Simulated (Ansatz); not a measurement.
# HC32: the cost of one run

Method: DFT PBE+D3(BJ), scalar-relativistic, plane waves, PAW, in Ansatz 0.2.0.

A COD entry behind a cell of this session may itself be a prediction, so a difference from it is no test against experiment.

5 further runs of the same task are left out: 1 that didn't finish, 4 set aside as unsound or not needed. Runs told in other sessions of the task aren't counted.

### 1 The structure to begin with

It takes space group P6_3/mmc (No. 194, hexagonal). Conventional cell: a = 2.501 Å, b = 2.501 Å, c = 4.163 Å, α = 90.00°, β = 90.00°, γ = 120.00°. Around C (site symmetry 3m) lie 4 C at 1.54 to 1.56 Å.

Structure file:

```
C
1.0
     2.50120    0.00000    0.00000
    -1.25060    2.16610    0.00000
     0.00000    0.00000    4.16333
C
4
Cartesian
  0.0000 1.4441 0.2614
  1.2506 0.7220 2.3430
  0.0000 1.4441 1.8203
  1.2506 0.7220 3.9020
```

It is the result of an earlier relaxation at this level (volume 5.64 Å³/atom; gap on the mesh: 3.31 eV).

### 2 Plan of the scan

Atoms count from 1 in the order of the input.

H is moved over the surface cell at a fixed height above a rigid substrate; the origin of the map has the adsorbate above C25; the height is held at 2.80 Å.

The axes are (1) position of H33 along the first surface vector, from above C25: 6 values from 0.000 to 0.833, periodic; (2) position of H33 along the second surface vector, from above C25: 6 values from 0.000 to 0.833, periodic.

Nothing else is relaxed. Points are written as (first, second).

The two vectors of the plane (Å): (2.501, 0.000, 0.000); (-1.251, 2.166, 0.000).

### 3 The run at (2/6, 0/6) of the map's two axes

A dipole layer in the vacuum cancels the field that periodic copies would set up if the slab's two faces differ.

input.yaml reads:

```yaml
crystal:
  lattice:
    - [5.0023994477, 0.0, 0.0]
    - [-2.5011997238, 4.3322050016, 0.0]
    - [0.0, 0.0, 26.3857684569]
  atoms:
    - { symbol: C, position: [0.1666666667, 0.3333333333, 0.1515968734] }
    - { symbol: C, position: [0.1666666667, 0.8333333333, 0.1515968734] }
    - { symbol: C, position: [0.6666666667, 0.3333333333, 0.1515968734] }
    - { symbol: C, position: [0.6666666667, 0.8333333333, 0.1515968734] }
    - { symbol: C, position: [0.3333333333, 0.1666666667, 0.1714068935] }
    - { symbol: C, position: [0.3333333333, 0.6666666667, 0.1714068935] }
    - { symbol: C, position: [0.8333333333, 0.1666666667, 0.1714068935] }
    - { symbol: C, position: [0.8333333333, 0.6666666667, 0.1714068935] }
    - { symbol: C, position: [0.3333333333, 0.1666666667, 0.2304902725] }
    - { symbol: C, position: [0.3333333333, 0.6666666667, 0.2304902725] }
    - { symbol: C, position: [0.8333333333, 0.1666666667, 0.2304902725] }
    - { symbol: C, position: [0.8333333333, 0.6666666667, 0.2304902725] }
    - { symbol: C, position: [0.1666666667, 0.3333333333, 0.2503002926] }
    - { symbol: C, position: [0.1666666667, 0.8333333333, 0.2503002926] }
    - { symbol: C, position: [0.6666666667, 0.3333333333, 0.2503002926] }
    - { symbol: C, position: [0.6666666667, 0.8333333333, 0.2503002926] }
    - { symbol: C, position: [0.1666666667, 0.3333333333, 0.3575331462] }
    - { symbol: C, position: [0.1666666667, 0.8333333333, 0.3575331462] }
    - { symbol: C, position: [0.6666666667, 0.3333333333, 0.3575331462] }
    - { symbol: C, position: [0.6666666667, 0.8333333333, 0.3575331462] }
    - { symbol: C, position: [0.3333333333, 0.1666666667, 0.3580342234] }
    - { symbol: C, position: [0.3333333333, 0.6666666667, 0.3580342234] }
    - { symbol: C, position: [0.8333333333, 0.1666666667, 0.3580342234] }
    - { symbol: C, position: [0.8333333333, 0.6666666667, 0.3580342234] }
    - { symbol: C, position: [0.3333333333, 0.1666666667, 0.4921504742] }
    - { symbol: C, position: [0.3333333333, 0.6666666667, 0.4921504742] }
    - { symbol: C, position: [0.8333333333, 0.1666666667, 0.4921504742] }
    - { symbol: C, position: [0.8333333333, 0.6666666667, 0.4921504742] }
    - { symbol: C, position: [0.1666666667, 0.3333333333, 0.4921184894] }
    - { symbol: C, position: [0.1666666667, 0.8333333333, 0.4921184894] }
    - { symbol: C, position: [0.6666666667, 0.3333333333, 0.4921184894] }
    - { symbol: C, position: [0.6666666667, 0.8333333333, 0.4921184894] }
    - { symbol: H, position: [0.5, 0.1666666667, 0.5982682855], spin: 1.0 }
basis:
  ecutwfc: 420
kpoints:
  mp_grid: { grid: [6, 6, 1] }
hamiltonian:
  xc: pbe
  pseudopotentials: { kind: paw, azcp: { folder: soft_1 } }
  dispersion: d3bj
scf:
  occupations: { method: gaussian, width: 0.05 }
output:
  forces: true
  eigenvalues: true
  populations: true
magnetization:
  spin_polarized: true
efield:
  axis: 3
  dipole_correction: true
  ramp_width: 0.04
```

Run with:

```sh
$ ansatz run input.yaml --threads 4 --pin off --max-ram 12288MiB --backend cpu --events-out ev --progress --plain --runs-dir out
```

Q: Estimate wall time and peak memory on 4 threads of Arm Neoverse V1, shared host.

About 4.2 min, with a peak of 2.4 GiB.
